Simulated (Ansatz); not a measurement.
This TiC structure is the end of a relaxation. The cell was found from a structure generator's guess, not taken from experiment.

Level of theory: DFT PBE, scalar-relativistic, plane waves, PAW (Ansatz 0.2.0). Cutoff 420 eV, Γ-centred mesh, Gaussian smearing, no spin polarisation.

```yaml
crystal:
  lattice:
    - [3.04209, 0.00000, 0.00000]
    - [-1.52104, 2.63452, 0.00000]
    - [0.00000, 0.00000, 2.69797]
  atoms:
    - { symbol: Ti, position: [0.33333, 0.66667, 0.50000] }
    - { symbol: C, position: [0.66667, 0.33333, 0.00000] }
```

The zero of energy is the elements' standard structures at the same level; no fitted shifts are applied.

Task: Find its symmetry and describe it.

Result: P-6m2 (No. 187), the tungsten carbide type. Conventional cell: a = 3.042 Å, c = 2.698 Å. Around Ti lie 6 C at 2.21 Å and 2 Ti at 2.70 Å; C has 6 Ti at 2.21 Å.

Task: How far does it lie from the elements in energy?

Result: −0.15 eV/atom.

Task: Is it a metal?

Result: There is no gap on the 24×24×20 mesh, but valence and conduction bands overlap by only 0.14 eV, so at this level it is a semimetal.

Task: From what recipe could a structure generator have reached it?

Result: One such recipe: 6-connected net, two elements alternating (P-6m2, No. 187). Other recipes can lead to the same cell.

The last run used a 24×24×20 mesh (in the run's order of axes) for its 2-atom cell and Gaussian smearing of 0.10 eV. The zero gap may come from the functional, which often closes small gaps, or the cell may be a true semimetal. The reference form of C is held partly by dispersion forces, which this level lacks. A structure relaxed within its symmetry needn't be a true minimum. Another cell of TiC relaxed alike, in Fm-3m, lies 0.68 eV/atom lower, so this cell isn't the stable form at this level.
